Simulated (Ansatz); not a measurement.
# BN: stress in a strained cell

Aim: deform BN (equal xy, yz and zx engineering shear strains of -1 %) and compute stress, forces and field gradients with LAPW, PAW and all-electron datasets made for the crystal.

Method: DFT PBEsol, scalar-relativistic, in Ansatz 0.2.0.

### 1 The starting structure

It takes space group P6_3/mmc (No. 194, hexagonal). The conventional cell has a = 2.504 Å, b = 2.504 Å, c = 6.661 Å, α = 90.00°, β = 90.00°, γ = 120.00°. Around B (site symmetry -6m2) lie 3 N at 1.45 Å. Around N (site symmetry -6m2) lie 3 B at 1.45 Å.

As a file:

```xyz
4
Lattice="2.5040 0.0000 0.0000 -1.2520 2.1685 0.0000 0.0000 0.0000 6.6612" Properties=species:S:1:pos:R:3 pbc="T T T"
B     0.0000    1.4457    1.6653
B     1.2520    0.7228    4.9959
N     0.0000    1.4457    4.9959
N     1.2520    0.7228    1.6653
```

Atoms are numbered in the order of the input: B1, B2, N3, N4.

### 2 After the deformation

Space group P6_3/mmc before, P-1 after.

### 3 All-electron LAPW

File input.yaml:

```yaml
crystal:
  lattice:
    - [2.5039917043, -0.0125199585, -0.0125199585]
    - [-1.2628384543, 2.1747804061, -0.0045826229]
    - [-0.033306, -0.033306, 6.6612]
  atoms:
    - { symbol: B, position: [0.3333333333, 0.6666666667, 0.25] }
    - { symbol: B, position: [0.6666666667, 0.3333333333, 0.75] }
    - { symbol: "N", position: [0.3333333333, 0.6666666667, 0.75] }
    - { symbol: "N", position: [0.6666666667, 0.3333333333, 0.25] }
kpoints:
  mp_grid: { grid: [11, 11, 4] }
  band_path:
    path:
      - [0.0, 0.0, 0.0]
      - [0.0, 0.0, 0.5]
      - [-0.5, 0.5, 0.0]
      - [0.0, 0.0, 0.0]
      - [0.0, -0.5, 0.0]
      - [-0.5, 0.0, 0.5]
      - [0.0, 0.0, 0.0]
      - [-0.5, 0.0, 0.0]
      - [0.0, -0.5, 0.5]
    npoints: 5
scf:
  occupations: { method: fermi_dirac, width: 0.02 }
hamiltonian:
  xc: pbesol
  pseudopotentials: { kind: all_electron, lapw: { basis_error: 0.001 } }
output:
  forces: true
  stress: true
  eigenvalues: true
```

On the command line:

```console
$ ansatz run input.yaml --threads 1 --pin off --max-ram 6144MiB --backend cpu --events-out ev --progress --plain --runs-dir out
```

Log (excerpt; [...] marks lines left out):

```text
LAPW: plane waves up to 11.778 Å⁻¹, error target 1.0e-3 eV per atom; small_component_spin mean_spin; B in spheres of 0.680 Å, 5 of its electrons in bands, Dirac shells []; N in spheres of 0.759 Å, 7 of its electrons in bands, Dirac shells []
[...]
Pseudopotentials: kind: all_electron
Pseudopotential: B, LAPW, valence charge 5, Koelling and Harmon's equation, gaussian nucleus
Pseudopotential: N, LAPW, valence charge 7, Koelling and Harmon's equation, gaussian nucleus
Functional definition: PBEsol
[...]
Crystal: 4 atoms, lattice volume = 36.167 Å³
Basis set: ecut = 528.5304929027077 eV, 1007 PW (Γ), exchange–correlation at level 2
Bands: 16, of which v1, the nominal top of the filled ones, is band 12 counted from 1 (11 counted from 0)
Symmetry: 2 space group operations
Space group: P-1 (ITA 2), of the structure as read, at distance tolerance 3.3e-5 Å
k-points: 243 of 484
[...]
SCF iter   1: F=—  HF=-4323.916441 eV  |F-HF|=—  |Δ(HF+E_count)|=         —  Δρ=1.53e-1  dr2=8.33e0  ethr=3.47e-2  ⟨swp⟩=2.0  Hψ=27821  notcnv=0
[...]
the basis was enlarged: its passes take 96.7 KiB over the memory plan, 1 of 1 planned eigensolver slots
[...]
SCF iter   7: F=-4320.395585 eV  HF=-4320.395585 eV  |F-HF|=6.37e-11  |Δ(HF+E_count)|=   2.46e-7  Δρ=2.03e-6  dr2=1.05e-9  ethr=9.51e-10  ⟨swp⟩=3.0  Hψ=10132  notcnv=0
[...]
NSCF: frozen V_eff on 41 k-points
SCF converged after 7 iterations
Free energy (F): -4320.395585 eV
[...]
E sigma→0 (E₀):  -4320.395585 eV
Fermi energy:    6.956581 eV
[...]
--- Forces (eV/Å), atoms counted from 1 ---
  atom   1  B      0.12903530     0.00311603    -0.00079039
  atom   2  B     -0.12903530    -0.00311603     0.00079039
  atom   3  N      0.13097615     0.00312905    -0.00060853
  atom   4  N     -0.13097615    -0.00312905     0.00060853
[...]
--- Stress (GPa, compression-positive) ---
        0.226984       3.709068       0.029160
        3.709068       0.222453       0.029178
        0.029160       0.029178       0.860493
  P = ⅓ Tr σ = 0.4366 GPa (4.366 kbar)
--- Band table (eV; the first three rows and the last of 243) ---
  k-point 0: bands = ["-368.0128", "-368.0128", "-165.7608", "-165.7608", "-12.9428", "-12.6463", "-1.4633", "0.6837", "3.4775", "3.5144", "3.5251", "3.5609", "9.8536", "14.9541", "16.1866", "16.3325"]
[...]
```

It took 71 s on 1 thread of Arm Neoverse V2, shared host; peak memory 1 GiB.

In short: pressure 0.44 GPa; gap 4.11 eV; largest force 0.131 eV/Å.

### 4 Frozen-core PAW

File input.yaml:

```yaml
crystal:
  lattice:
    - [2.5039917043, -0.0125199585, -0.0125199585]
    - [-1.2628384543, 2.1747804061, -0.0045826229]
    - [-0.033306, -0.033306, 6.6612]
  atoms:
    - { symbol: B, position: [0.3333333333, 0.6666666667, 0.25] }
    - { symbol: B, position: [0.6666666667, 0.3333333333, 0.75] }
    - { symbol: "N", position: [0.3333333333, 0.6666666667, 0.75] }
    - { symbol: "N", position: [0.6666666667, 0.3333333333, 0.25] }
kpoints:
  mp_grid: { grid: [11, 11, 4] }
scf:
  occupations: { method: fermi_dirac, width: 0.02 }
hamiltonian:
  xc: pbesol
  pseudopotentials: { kind: paw }
output:
  forces: true
  stress: true
  eigenvalues: true
  efg: { contact_densities: true }
```

On the command line:

```console
$ ansatz run input.yaml --threads 1 --pin off --max-ram 6144MiB --backend cpu --events-out ev --progress --plain --runs-dir out
```

Log:

```text
Engine: ansatz 0.2.0
Pseudopotentials: kind: paw
Pseudopotential: B, paw, valence charge 3, recommended cutoff 420 eV (normal)
Pseudopotential: N, paw, valence charge 5, recommended cutoff 420 eV (normal)
[... 1 set-up line as earlier in the session ...]
  exchange = pbesol_x
  correlation = pbesol_c
Crystal: 4 atoms, lattice volume = 36.167 Å³
Basis set: ecut = 420 eV, 697 PW (Γ), exchange–correlation on 36×36×90 points (8 copies of the dense FFT grid, shifted against one another)
Bands: 12, of which v1, the nominal top of the filled ones, is band 8 counted from 1 (7 counted from 0)
[... 2 set-up lines as earlier in the session ...]
k-points: 243 of 484
Non-local potential: B, projectors of the file, l = 0: 2, l = 1: 2, l = 2: 1
Non-local potential: N, projectors of the file, l = 0: 2, l = 1: 2, l = 2: 1
PAW form: soft (Blöchl's): semilocal exchange-correlation on the pseudo side does not see the compensation charge
PAW frozen core: B, regenerated for the run's functional, and the local potential with it (the file was generated under x = pbe(κ = 0.804, μ = 0.2195149727645171), c = pbe(β = 0.06672455060314922))
PAW frozen core: N, regenerated for the run's functional, and the local potential with it (the file was generated under x = pbe(κ = 0.804, μ = 0.2195149727645171), c = pbe(β = 0.06672455060314922))
PAW one-centre angular grid: B, 110 points (default); XC on 64 Gauss nodes
PAW one-centre angular grid: N, 110 points (default); XC on 64 Gauss nodes
Initial density: superposition of atomic densities (neutral atoms: chi_scale 0, normalization atom), corrected by the library's trained network
Initial wavefunctions: pseudopotential atomic-orbital guess
Functional: x = pbesol(κ = 0.804, μ = 0.12345679012345678), c = pbesol(β = 0.046)
SCF iter   1: F=—  HF=-1067.556272 eV  |F-HF|=—  |Δ(HF+E_count)|=         —  Δρ=8.62e-3  dr2=2.42e-2  ethr=1.77e-3  ⟨swp⟩=6.5  Hψ=18203  notcnv=0
preconditioner: auto → none  [insulator: Δε(μ)=4.102 eV  Ē_g=15.677 eV  σ=0.020 eV  W_gap=1.00  n_scr=4 (ndim 8)  ℏωp=24.7 eV  f_vac=0.023  D(μ)=0.00/eV (n_scr^D=0)  ε∞_Penn≈3.5]
SCF iter   2: F=—  HF=-1067.550412 eV  |F-HF|=—  |Δ(HF+E_count)|=   5.86e-3  Δρ=3.05e-3  dr2=2.34e-3  ethr=1.51e-4  ⟨swp⟩=2.7  Hψ=7523  notcnv=0
SCF iter   3: F=—  HF=-1067.549866 eV  |F-HF|=—  |Δ(HF+E_count)|=   5.46e-4  Δρ=8.40e-4  dr2=1.61e-4  ethr=1.46e-5  ⟨swp⟩=2.1  Hψ=5397  notcnv=0
SCF iter   4: F=—  HF=-1067.549949 eV  |F-HF|=—  |Δ(HF+E_count)|=   8.34e-5  Δρ=1.35e-4  dr2=2.94e-6  ethr=1.01e-6  ⟨swp⟩=2.9  Hψ=5021  notcnv=0
SCF iter   5: F=—  HF=-1067.549952 eV  |F-HF|=—  |Δ(HF+E_count)|=   2.86e-6  Δρ=1.43e-5  dr2=3.51e-8  ethr=1.84e-8  ⟨swp⟩=2.3  Hψ=4580  notcnv=0
SCF iter   6: F=-1067.549952 eV  HF=-1067.549952 eV  |F-HF|=4.24e-9  |Δ(HF+E_count)|=   6.44e-8  Δρ=2.01e-6  dr2=6.22e-9  ethr=2.19e-10  ⟨swp⟩=2.4  Hψ=10905  notcnv=0
SCF 1 converged in 6 iterations: F = -1067.549952 eV  dr2 = 6.22e-9
SCF converged after 6 iterations
Free energy (F): -1067.549952 eV
Harris-Foulkes:  -1067.549952 eV  (|F-HF|=4.24e-9)
Internal energy: -1067.549952 eV  (E = F + TS)
E sigma→0 (E₀):  -1067.549952 eV
Fermi energy:    6.772182 eV
--- Per-component energies (eV) ---
  E_band       = -39.704749
  E_kinetic    = 365.575890
  E_local      = -694.010104  (includes V_loc(G=0)·N_el)
  E_nonlocal   = 116.005135
  E_hartree    = 223.020795
  E_xc         = -182.453346
  E_vxc        = -227.364852  (∫ρ·V_xc dr)
  E_paw        = -397.860725  (= ΣΔE_a)
  E_vpaw       = -45.952758  (= ΣTr[D̂ρ^β])
  E_aug_tail   = 0.000194  (compensation charges beyond the density's cutoff)
  E_ewald      = -497.913410
  E_core_change = 0.085620  (= ΣΔE_core)
  E_smearing   = -0.000000  (= −TS)
  E_closure    = -0.000000  (closes the sum)
  Σ components = -1067.549952   (vs F -1067.549952, Δ=0.00e0)
--- Forces (eV/Å), atoms counted from 1 ---
  atom   1  B      0.12926633     0.00309855    -0.00073759
  atom   2  B     -0.12926633    -0.00309855     0.00073759
  atom   3  N      0.13117921     0.00311005    -0.00065826
  atom   4  N     -0.13117921    -0.00311005     0.00065826
  max |Σ_I F_I| component: 0.00e0 eV/Å
--- Stress (GPa, compression-positive) ---
        0.265548       3.708413       0.029144
        3.708419       0.259949       0.028320
        0.029147       0.028326       0.842107
  P = ⅓ Tr σ = 0.4559 GPa (4.559 kbar)
--- PAW observables at the nuclei: V_zz in 10²¹ V/m², potentials from the cell's mean, atoms counted from 1 ---
  atom   1  B  V_zz =    +2.794119   η = 0.0293   by run symmetry: allowed
            electrostatic potential = -322.129370 V   contact ρ = 482.117251 e/Å³
  atom   2  B  V_zz =    +2.794119   η = 0.0293   by run symmetry: allowed
            electrostatic potential = -322.129370 V   contact ρ = 482.117251 e/Å³
  atom   3  N  V_zz =    +0.232518   η = 0.1067   by run symmetry: allowed
            electrostatic potential = -511.768875 V   contact ρ = 1401.151857 e/Å³
  atom   4  N  V_zz =    +0.232518   η = 0.1067   by run symmetry: allowed
            electrostatic potential = -511.768875 V   contact ρ = 1401.151857 e/Å³
--- Band table (eV; the first three rows and the last of 243) ---
  k-point 0: bands = ["-13.1281", "-12.8314", "-1.6500", "0.4968", "3.2969", "3.3329", "3.3447", "3.3802", "9.6646", "14.7662", "16.0152", "16.1620"]
  k-point 1: bands = ["-13.0869", "-12.8773", "-1.3892", "0.1061", "3.3024", "3.3275", "3.3500", "3.3749", "10.3703", "13.8608", "16.0466", "16.1427"]
  k-point 2: bands = ["-12.9845", "-12.9845", "-0.7023", "-0.7023", "3.3145", "3.3152", "3.3622", "3.3627", "12.0479", "12.0480", "16.0942", "16.0989"]
  k-point 242: bands = ["-10.2433", "-10.1323", "-3.4764", "-3.4302", "0.1307", "0.1798", "2.6915", "3.7159", "9.9347", "10.6323", "14.3581", "15.1229"]
```

It took 5.3 s on 1 thread of Arm Neoverse V2, shared host; peak memory 0.37 GiB.

This run gives: pressure 0.46 GPa; gap on the k mesh 4.20 eV; largest force 0.131 eV/Å; Vzz B1 2.79 (η = 0.03), N3 0.23 (η = 0.11) (10²¹ V/m²).

### 5 All-electron PAW on datasets made for the crystal

Changes to input.yaml since step 4:

```diff
@@ -16,3 +16,3 @@
   xc: pbesol
-  pseudopotentials: { kind: paw }
+  pseudopotentials: { kind: all_electron, datasets: crystal }
 output:
```

On the command line:

```console
$ ansatz run input.yaml --threads 1 --pin off --max-ram 6144MiB --backend cpu --events-out ev --progress --plain --runs-dir out
```

Log:

```text
hamiltonian.pseudopotentials.datasets: crystal makes datasets for this crystal and solves the spheres of its atoms anew in each pass: cutoff 580.0 eV, the density's 2320.0 eV; for an error of 0.50 meV an atom under PBE, 2.0 meV for the cell; an energy difference from a run of another recipe may be off by several times the error for the cell, under r2SCAN by more, where some 0.1 meV an atom stays at smaller errors; B in spheres of 0.651 Å, 3 of its electrons in bands, 2 on its site; N in spheres of 0.783 Å, 5 of its electrons in bands; only band paths and densities of states list, in semicore columns, the levels of the semicore shells that are solved separately: 1s of B
[... 2 set-up lines as earlier in the session ...]
Pseudopotential: B, paw, valence charge 5, recommended cutoff 580 eV (normal), Koelling and Harmon's equation, gaussian nucleus
Pseudopotential: N, paw, valence charge 5, recommended cutoff 580 eV (normal), Koelling and Harmon's equation, gaussian nucleus
[... 3 set-up lines as earlier in the session ...]
Crystal: 4 atoms, lattice volume = 36.167 Å³
Basis set: ecut = 580 eV, 1137 PW (Γ), exchange–correlation on 40×40×108 points (8 copies of the dense FFT grid, shifted against one another)
Bands: 12, of which v1, the nominal top of the filled ones, is band 8 counted from 1 (7 counted from 0)
[... 2 set-up lines as earlier in the session ...]
k-points: 243 of 484
Non-local potential: B, projectors of the file, l = 0: 1, l = 1: 1
Non-local potential: N, projectors of the file, l = 0: 1, l = 1: 1
[... 1 set-up line as earlier in the session ...]
PAW one-centre angular grid: B, 110 points (default); XC on its mesh's 1835 points in the sphere
PAW one-centre angular grid: N, 110 points (default); XC on its mesh's 1875 points in the sphere
Initial density: superposition of atomic densities (neutral atoms: chi_scale 0, normalization atom)
[... 2 set-up lines as earlier in the session ...]
iter 1 solved again at ethr=6.11e-2 eV; its pass at ethr=1.00e-1 eV (dr2=9.78e0 eV) is discarded
SCF iter   1: F=—  HF=-4323.393426 eV  |F-HF|=—  |Δ(HF+E_count)|=         —  Δρ=1.70e-1  dr2=9.84e0  ethr=6.11e-2  ⟨swp⟩=2.0  Hψ=17929  notcnv=0
preconditioner: auto → none  [insulator: Δε(μ)=6.071 eV  Ē_g=17.126 eV  σ=0.020 eV  W_gap=1.00  n_scr=4 (ndim 8)  ℏωp=24.7 eV  f_vac=0.000  D(μ)=0.00/eV (n_scr^D=0)  ε∞_Penn≈3.1]
SCF iter   2: F=—  HF=-4320.654679 eV  |F-HF|=—  |Δ(HF+E_count)|=    2.74e0  Δρ=7.25e-2  dr2=1.05e0  ethr=6.11e-2  ⟨swp⟩=3.3  Hψ=8199  notcnv=0  defer=15
SCF iter   3: F=—  HF=-4320.398791 eV  |F-HF|=—  |Δ(HF+E_count)|=   2.56e-1  Δρ=2.20e-2  dr2=1.20e-1  ethr=6.56e-3  ⟨swp⟩=3.3  Hψ=7674  notcnv=0  defer=30
iter 4 solved again at ethr=3.45e-5 eV; its pass at ethr=7.48e-4 eV (dr2=5.52e-3 eV) is discarded
SCF iter   4: F=—  HF=-4320.396195 eV  |F-HF|=—  |Δ(HF+E_count)|=   2.60e-3  Δρ=4.60e-3  dr2=5.05e-3  ethr=3.45e-5  ⟨swp⟩=3.5  Hψ=15205  notcnv=0  defer=309
SCF iter   5: F=—  HF=-4320.397223 eV  |F-HF|=—  |Δ(HF+E_count)|=   1.03e-3  Δρ=1.28e-3  dr2=3.20e-4  ethr=3.16e-5  ⟨swp⟩=3.1  Hψ=6218  notcnv=0  defer=186
SCF iter   6: F=—  HF=-4320.397537 eV  |F-HF|=—  |Δ(HF+E_count)|=   3.14e-4  Δρ=2.54e-4  dr2=1.26e-5  ethr=2.00e-6  ⟨swp⟩=3.5  Hψ=9141  notcnv=0  defer=131
SCF iter   7: F=—  HF=-4320.397552 eV  |F-HF|=—  |Δ(HF+E_count)|=   1.47e-5  Δρ=1.40e-4  dr2=5.38e-6  ethr=7.90e-8  ⟨swp⟩=3.2  Hψ=7063  notcnv=0  defer=55
SCF iter   8: F=—  HF=-4320.397550 eV  |F-HF|=—  |Δ(HF+E_count)|=   1.81e-6  Δρ=2.11e-5  dr2=6.09e-7  ethr=3.36e-8  ⟨swp⟩=3.2  Hψ=6013  notcnv=0  defer=46
SCF iter   9: F=—  HF=-4320.397550 eV  |F-HF|=—  |Δ(HF+E_count)|=   1.22e-7  Δρ=8.68e-6  dr2=1.28e-7  ethr=3.80e-9  ⟨swp⟩=3.1  Hψ=6384  notcnv=0  defer=31
SCF iter  10: F=-4320.397550 eV  HF=-4320.397550 eV  |F-HF|=1.39e-8  |Δ(HF+E_count)|=   3.40e-8  Δρ=3.65e-6  dr2=1.58e-8  ethr=8.02e-10  ⟨swp⟩=2.3  Hψ=4965  notcnv=0  defer=27
SCF 1 converged in 10 iterations: F = -4320.397547 eV  dr2 = 1.58e-8
  Residual-converged pass: ⟨swp⟩=3.9  Hψ=7372  notcnv=0  max |occ|·‖R‖ = 6.7e-6 eV (tolerance 6.7e-6 eV)  dr2=1.56e-8  dr2_onsite=1.48e-9  max |Δocc| = 0.0e0
SCF converged after 10 iterations
Free energy (F): -4320.397547 eV
Harris-Foulkes:  -4320.397547 eV  (|F-HF|=1.39e-8)
Internal energy: -4320.397547 eV  (E = F + TS)
E sigma→0 (E₀):  -4320.397547 eV
Past the cutoff: the bands carry plane waves up to 1.75 times it, of which those up to 1.5 times it add -0.000130 eV an atom, each by itself; the spheres take 0.000151 eV an atom off the energy for waves past 1.75 times it
By the cutoff:   a pressure is off by up to 0.007 GPa (1.2 times the spheres' own share and the shells' term, over an atom's volume, and 0.004 GPa: a bound that held against runs at twice the plane waves)
Past the cutoffs: a stress includes 0.0048 GPa for waves and charges beyond them, in addition to the slope of what the spheres take
In the spheres:  the bands' charges fall short by 7.5e-7 e at most (sound up to 1e-3), those of shells solved beside the bands by 1.0e-8 e (sound up to 5e-4)
Fermi energy:    6.956556 eV
--- Per-component energies (eV) ---
  The terms above E_closure are by the made datasets' own strengths, without shells solved beside the bands.
--- Forces (eV/Å), atoms counted from 1 ---
  atom   1  B      0.12898173     0.00311998    -0.00079146
  atom   2  B     -0.12898173    -0.00311998     0.00079146
  atom   3  N      0.13092246     0.00313024    -0.00064533
  atom   4  N     -0.13092246    -0.00313024     0.00064533
  max |Σ_I F_I| component: 0.00e0 eV/Å
--- Stress (GPa, compression-positive) ---
        0.223925       3.708663       0.029158
        3.708663       0.219505       0.029178
        0.029158       0.029178       0.864656
  P = ⅓ Tr σ = 0.4360 GPa (4.360 kbar)
  It holds what live shells' own plane waves past their cutoff add
--- PAW observables at the nuclei: V_zz in 10²¹ V/m², potentials from the cell's mean, atoms counted from 1 ---
  atom   1  B  V_zz =    +2.859811   η = 0.0272   by run symmetry: allowed
            electrostatic potential = -321.331601 V   contact ρ = 482.135484 e/Å³
  atom   2  B  V_zz =    +2.859811   η = 0.0272   by run symmetry: allowed
            electrostatic potential = -321.331601 V   contact ρ = 482.135484 e/Å³
  atom   3  N  V_zz =    -0.202909   η = 0.4613   by run symmetry: allowed
            electrostatic potential = -510.938308 V   contact ρ = 1401.393621 e/Å³
  atom   4  N  V_zz =    -0.202909   η = 0.4613   by run symmetry: allowed
            electrostatic potential = -510.938308 V   contact ρ = 1401.393621 e/Å³
--- Band table (eV; the first three rows and the last of 243) ---
  k-point 0: bands = ["-12.9427", "-12.6463", "-1.4632", "0.6837", "3.4774", "3.5143", "3.5250", "3.5608", "9.8538", "14.9542"]
  k-point 1: bands = ["-12.9016", "-12.6922", "-1.2026", "0.2931", "3.4828", "3.5089", "3.5302", "3.5555", "10.5600", "14.0511"]
  k-point 2: bands = ["-12.7993", "-12.7993", "-0.5153", "-0.5153", "3.4955", "3.4962", "3.5425", "3.5432", "12.2388", "12.2391"]
  k-point 242: bands = ["-10.0581", "-9.9471", "-3.2905", "-3.2444", "0.3167", "0.3660", "2.8774", "3.9025", "10.1186", "10.8169"]
```

Wall time 30 s (1 thread of Arm Neoverse V2, shared host); peak memory 1 GiB.

Result: pressure 0.44 GPa; gap on the k mesh 4.20 eV; largest force 0.131 eV/Å; Vzz B1 2.86 (η = 0.03), N3 -0.20 (η = 0.46) (10²¹ V/m²).

### 6 Side by side

Stress (GPa, compression positive):

```tsv
method	xx	yy	zz	yz	xz	xy
LAPW	0.23	0.22	0.86	0.03	0.03	3.71
PAW	0.27	0.26	0.84	0.03	0.03	3.71
crystal datasets	0.22	0.22	0.86	0.03	0.03	3.71
```

Forces (eV/Å):

```tsv
atom	LAPW x	LAPW y	LAPW z	PAW x	PAW y	PAW z	crystal datasets x	crystal datasets y	crystal datasets z
B1	0.129	0.003	-0.001	0.129	0.003	-0.001	0.129	0.003	-0.001
B2	-0.129	-0.003	0.001	-0.129	-0.003	0.001	-0.129	-0.003	0.001
N3	0.131	0.003	-0.001	0.131	0.003	-0.001	0.131	0.003	-0.001
N4	-0.131	-0.003	0.001	-0.131	-0.003	0.001	-0.131	-0.003	0.001
```

| method | pressure (GPa) | gap on the k mesh (eV) | largest force (eV/Å) | Vzz B1 (10²¹ V/m²) | Vzz N3 (10²¹ V/m²) | SCF cycles, all passes |
| --- | --- | --- | --- | --- | --- | --- |
| LAPW | 0.44 | 4.20 | 0.131 | – | – | 7 |
| PAW | 0.46 | 4.20 | 0.131 | 2.79 | 0.23 | 6 |
| crystal datasets | 0.44 | 4.20 | 0.131 | 2.86 | -0.20 | 10 |

### 7 Summary of results

| quantity | value |
| --- | --- |
| pressure | LAPW 0.44, PAW 0.46, crystal datasets 0.44 GPa |
| largest shear or deviatoric stress (LAPW) | 3.71 GPa |

The largest part of the stress beyond the pressure is 3.71 GPa in size, in the xy component; the atoms are carried along and not relaxed. No run of the undeformed cell stands beside it, so the pressure holds what the given cell had before the change. PAW: stress within 0.04 GPa of LAPW, forces within 1 meV/Å. Crystal datasets: stress within 0.01 GPa of LAPW, forces within 1 meV/Å.
